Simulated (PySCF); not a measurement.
Molecule: acetone (SMILES C(C)(C)=O).

Numbering as in the mapped SMILES `[CH3:1][C:2]([CH3:3])=[O:4]`; H(Xn) means a hydrogen on atom n.

Spin–spin couplings on one PBE0-D3(BJ)/def2-SVP geometry, PySCF 2.14, gas phase, non-relativistic, equivalent pairs averaged (without the spin–dipole term); isotopes ¹H; basis pcJ-1.

Reference values (Hz): ²J(H(C1),H(C1)) = -14.9 (measured; solution (compiled); Pretsch, Buehlmann, Badertscher, Structure Determination of Organic Compounds, 4th ed., Springer 2009).

Problem. How do the couplings (Hz) change with the functional? Times are CPU seconds on shared hosts with different chips, so compare them loosely.

Solution. 
```
functional  functions  ²J(H(C1),H(C1))  abs. error  core-s
        HF        168            -32.8        17.9     9.2
       LDA        168             -9.6         5.3      11
       PBE        168            -13.7         1.2      15
       KT2        168            -18.7         3.8      15
     B3LYP        168            -15.4         0.5     8.7
      PBE0        168            -16.0         1.1      14
     B97-2        168            -13.7         1.2      13
 BHandHLYP        168            -19.1         4.2      16
 CAM-B3LYP        168            -15.8         0.9      18
```

Errors compare magnitudes, without vibrational corrections. Closest: B3LYP; furthest: HF.
